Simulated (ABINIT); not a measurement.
Si, 4 atoms in the cell. It takes space group P6_3/mmc (No. 194, hexagonal). The conventional cell has a = 3.831 Å, b = 3.831 Å, c = 6.333 Å, α = 90.00°, β = 90.00°, γ = 120.00°. Si (site symmetry 3m) is surrounded by 4 Si at 2.35 to 2.37 Å. This isn't the form of Si at room conditions, which is diamond.

| Property | Result |
| --- | --- |
| Program | ABINIT 10.8.3 (patched build) |
| Task | single point |
| Functional | PBE |
| Potentials or basis | PseudoDojo NC SR PBE v0.4.1 standard |
| Cutoff | 381 eV |
| k mesh | 6 × 6 × 3 |
| Occupations | fermi-dirac, width 0.05 eV |
| Spin | no spin polarisation |

Potentials or basis: PseudoDojo NC SR PBE v0.4.1 standard.

Run with:

```bash
$ mpirun --bind-to none -np 4 abinit run.abi > log 2>&1
```

Hardware: 4 MPI ranks on Arm Neoverse V2, on a shared host.

Question: How long does it take, and how much memory?

Answer: Wall time 2.4 s on 4 MPI ranks on Arm Neoverse V2 (shared host), peak memory 0.24 GiB a rank. Counts: scf iterations 8, mpi ranks 4, k points 14, bands 12, plane waves 1386.
